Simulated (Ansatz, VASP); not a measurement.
## Two plane-wave programs on SiO2

```
CELL_PARAMETERS angstrom
-2.44533 2.44533 3.66488
2.44533 -2.44533 3.66488
2.44533 2.44533 -3.66488
ATOMIC_POSITIONS crystal
Si 0.00000 0.00000 0.00000
Si 0.75000 0.25000 0.50000
O 0.98835 0.62500 0.86335
O 0.37500 0.23835 0.36335
O 0.76165 0.12500 0.13665
O 0.87500 0.01165 0.63665
```

Alike in both runs: functional PBE; k mesh 6 × 6 × 6; occupations gaussian, width 0.02 eV; no spin polarisation.

Ansatz relaxed the structure, and its values are those at the end. VASP's run is a single point on that final structure, the one shown.

|  | VASP | Ansatz |
| --- | --- | --- |
| version | VASP 6.6.1 | Ansatz 0.2.0 |
| potentials or method | VASP PAW PBE potentials, release 64 (Si, O) | scalar-relativistic, plane waves, PAW |
| plane-wave cutoff (eV) | 520 | 420 |
| valence electrons in the cell | 32 | 32 |

```csv
,VASP,Ansatz,Ansatz less VASP
gap on the k mesh at the Fermi level (eV),5.94,5.94,+0.002
least direct gap on the mesh (eV),5.94,5.94,+0.002
pressure (GPa),1.8,1.6,-0.13
```

The functional is the same, so the differences come from potentials, cutoffs and numerics.

A k mesh can miss the band edges. Expect the measured gap to be larger: semilocal functionals such as PBE lack the derivative discontinuity.
